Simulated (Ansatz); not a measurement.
# A vibration from a frozen displacement in AlN

The calculation used DFT PBEsol, scalar-relativistic, plane waves, PAW in Ansatz. Settings: plane waves to 420 eV, k-mesh 12×12×6 (Γ-centred), Gaussian smearing 0.05 eV. No spin polarisation. Energies are free energies at this smearing, counted from the undisturbed cell; pressure is positive in compression.

Zero of the scan (as given, not relaxed at this level; it stands at -3.5 GPa; this form isn't the usual structure):

```
Al N
1.0
     3.31212    0.00000    0.00000
    -1.65606    2.86838    0.00000
     0.00000    0.00000    4.18756
Al N
2 2
Direct
  0.33333 0.66667 0.75000
  0.66667 0.33333 0.25000
  0.33333 0.66667 0.25000
  0.66667 0.33333 0.75000
```

Every Al atom is moved by x along the Cartesian unit vector (-0.866, -0.500, 0.000); the cell and all other atoms stay fixed. The cell's volume is 39.78 Å³; the moved atoms weigh 53.963 u together and the others 28.014 u. Some rows repeat others by symmetry and weren't run.

| x (Å) | ΔE (meV/cell) | total force on the moved atoms along the move (eV/Å) | pressure (GPa) |
| --- | --- | --- | --- |
| -0.1000 | 150.24 | 3.0401 | -1.9890 |
| -0.0875 | 114.72 | 2.6456 | -2.3347 |
| -0.0750 | 84.08 | 2.2568 | -2.6332 |
| -0.0625 | 58.27 | 1.8732 | -2.8851 |
| -0.0500 | 37.23 | 1.4937 | -3.0905 |
| -0.0375 | 20.92 | 1.1174 | -3.2501 |
| -0.0250 | 9.29 | 0.7435 | -3.3639 |
| -0.0125 | 2.32 | 0.3714 | -3.4322 |
| 0.0000 | 0.00 | 0.0000 | -3.4548 |
| 0.0125 | 2.32 | -0.3714 | -3.4322 |
| 0.0250 | 9.29 | -0.7435 | -3.3639 |
| 0.0375 | 20.92 | -1.1174 | -3.2501 |
| 0.0500 | 37.23 | -1.4937 | -3.0905 |
| 0.0625 | 58.27 | -1.8732 | -2.8851 |
| 0.0750 | 84.08 | -2.2568 | -2.6332 |
| 0.0875 | 114.72 | -2.6456 | -2.3347 |
| 0.1000 | 150.24 | -3.0401 | -1.9890 |

What frequency belongs to this motion?

The force constant is k = −dF/dx = 29.709 eV/Å², from the parabola through x = -0.0125, 0 and 0.0125. In every cell the moved atoms swing against the rest, so the mass is μ = m₁m₂/(m₁ + m₂) = 18.441 u, and ν̃ = 521.5 cm⁻¹ × √(|k|/μ) = 662 cm⁻¹, at this cell's pressure of -3.5 GPa. To first order in x, and within 1 %, the force on every atom lies along the move and, within each of the two groups, in proportion to the atom's mass, so this is itself a mode at the zone centre of this cell, taken without macroscopic field (the transverse frequency in a polar insulator).

How far does the harmonic law reach?

At x = -0.100 Å, kx²/2 = 148.55 meV against the computed 150.24 meV (+1.1 %): the well is still close to harmonic there.

The pressure changes with x². What does that say about the frequency under compression?

With E = k(V)x²/2, k ∝ V^(−2γ) and x scaling with the cell as V^(1/3), P − P0 = −∂E/∂V = (2γ − 2/3) ΔE/V. At x = 0.0250 Å, V(P − P0) = 39.78 × 0.09089 / 160.2 eV = 22.57 meV and ΔE = 9.29 meV, so γ = 1/3 + V(P − P0)/(2ΔE) = 1.55. This is the Grüneisen parameter of the motion under uniform scaling of the cell: shrinking the cell evenly by 1 % in volume raises the frequency by about 1.55 %.

Cost: 9 runs of about 1.1 core-minutes in all, on Arm Neoverse V2 (shared hosts).

The restoring force is that of a stiff polar bond network. In this form Al and N share flat sheets, with unlike atoms stacked above one another, so the in-plane motion stretches and compresses the short Al-N bonds within the sheets and mainly shears the contacts between them. The light nitrogen sublattice keeps the reduced mass low, which helps to place the mode at 662 cm⁻¹.

The even energy curve doesn't mean that each bond is harmonic. When Al approaches a nitrogen neighbour in one sheet, it recedes from the corresponding one in the next, so the cubic terms cancel by symmetry. The slight hardening that remains probably reflects short-range repulsion.

The positive Grüneisen parameter fits bonds that stiffen as they shorten. Because the cell is under tension, this suggests a somewhat higher frequency at its own equilibrium volume. The positive curvature shows stability only against this in-plane displacement, and leaves open the out-of-plane buckling that leads towards wurtzite, the usual structure.
